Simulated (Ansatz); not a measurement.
# Ca: do energies and stresses tell the same story?

Computed with DFT r2SCAN, scalar-relativistic, plane waves, PAW in Ansatz 0.2.0.

Settings: cutoff 500 eV, Γ-centred mesh 12×12×4 on the computed 4-atom cell, Gaussian smearing of 0.10 eV; no spin polarisation.

Relaxed cell: P6_3/mmc, a = 3.936 Å, b = 3.936 Å, c = 12.901 Å, α = 90.00°, β = 90.00°, γ = 120.00°, 4 atoms in the primitive cell. This form isn't the element's structure at ambient conditions.

Energies at zero smearing and pressures from the stress tensor, at volumes with shape and atoms relaxed:
```csv
V (Å³/atom),E − E(first) (meV/atom),P (GPa)
40.682,0.00,1.209
41.981,-7.08,0.567
43.279,-9.29,0.001
44.578,-7.20,-0.498
45.876,-1.31,-0.938
```

Question: Check P = −dE/dV between neighbouring volumes, and get the bulk modulus from the pressures alone.

Answer: With 1 eV/Å³ = 160.2 GPa:
```tsv
middle V (Å³/atom)	−ΔE/ΔV (GPa)	mean P (GPa)
41.332	0.874	0.888
42.630	0.272	0.284
43.928	-0.258	-0.248
45.227	-0.726	-0.718
```

The two differ by 0.014 GPa at most. The mean of two end pressures misses the average over a step by about ΔV² P″/12, up to 0.007 GPa here; with that taken off 0.007 GPa remains. Around V = 43.279 Å³/atom, the two neighbours give B = −V ΔP/ΔV = 43.279 × 1.065 / 2.597 = 17.8 GPa, against B0 = 17.7 GPa from the Birch–Murnaghan fit of the energies.

Cost: 6 runs of about 7.9 core-minutes in all, on Arm Neoverse V1 (shared hosts).